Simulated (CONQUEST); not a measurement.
**CdS (Hawleyite): single point with PBE**

CdS (Hawleyite):

```
CELL_PARAMETERS angstrom
4.12455 0.00000 0.00000
0.00000 4.12455 0.00000
0.00000 0.00000 5.83300
ATOMIC_POSITIONS crystal
Cd 0.00000 0.00000 0.00000
Cd 0.50000 0.50000 0.50000
S 0.00000 0.50000 0.25000
S 0.50000 0.00000 0.75000
```

- Program: CONQUEST 1.3
- Task: single point
- Functional: PBE
- Potentials or basis: PseudoDojo NC PBE, DZP, grid cutoff 120 Ha
- k mesh: 7 × 7 × 5
- Occupations: fermi-dirac, width 0.05 eV
- Spin: no spin polarisation

```json
{
  "Pressure": "3.8 GPa",
  "Band gap on the k mesh": "1.32 eV",
  "Mulliken charges": "Cd +0.57; S -0.57 e"
}
```

Levels at points of the mesh, in eV from the valence-band top:
```
           k point  band 24  band 25  band 26  band 27  band 28  band 29
(0.00, 0.00, 0.00)     0.00     0.00     0.00     1.32     3.91     4.57
```

It took 31 s on 1 thread of Intel(R) Xeon(R) 6975P-C (Granite Rapids) (shared host), peak memory 0.5 GiB.

Caveat: Mulliken charges move with the basis; the box holds several primitive cells, so bands are folded and the points are those of the box's own zone; the basis of atomic orbitals isn't converged, which shifts pressures, moduli and gaps; the real-space grid breaks the cell's symmetry a little. As with any semilocal functional, this PBE gap is likely too small.
